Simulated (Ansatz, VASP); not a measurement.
Two plane-wave programs on Co

```xyz
2
Lattice="2.4274 0.0000 0.0000 -1.2137 2.1022 0.0000 0.0000 0.0000 3.9230" Properties=species:S:1:pos:R:3 pbc="T T T"
Co    0.0000    1.4014    0.9808
Co    1.2137    0.7007    2.9423
```

Alike in both runs: task single point; functional LDA; k mesh 5 × 5 × 3; occupations fermi-dirac, width 0.05 eV; collinear spin.

```csv
,VASP,Ansatz
version,VASP 6.6.1,Ansatz 0.2.0
potentials or method,"VASP PAW LDA potentials, release 64 (Co)","plane waves (420 eV) with PAW, scalar-relativistic"
plane-wave cutoff (eV),520,420
valence electrons in the cell,18,34
```

Ansatz gave:

| Property | Result |
| --- | --- |
| pressure (GPa) | 1.1 |
| largest component of the traceless stress (GPa) | 1.24 |
| net moment per atom (μB) | 1.58 |
| size of the moment on the site where the two differ most (μB) | 1.60 |

Estimate VASP's values.

pressure (GPa): -0.2; largest component of the traceless stress (GPa): 1.21; net moment per atom (μB): 1.55; size of the moment on the site where the two differ most (μB): 1.53.

Site moments also hang on the region over which each program counts them. The two sets of potentials don't hold the same shells in valence. Ansatz warned: «pseudo_functional_mismatch».

Caveats: the k mesh is coarse (spacing up to 0.60 Å⁻¹), so the values aren't converged.
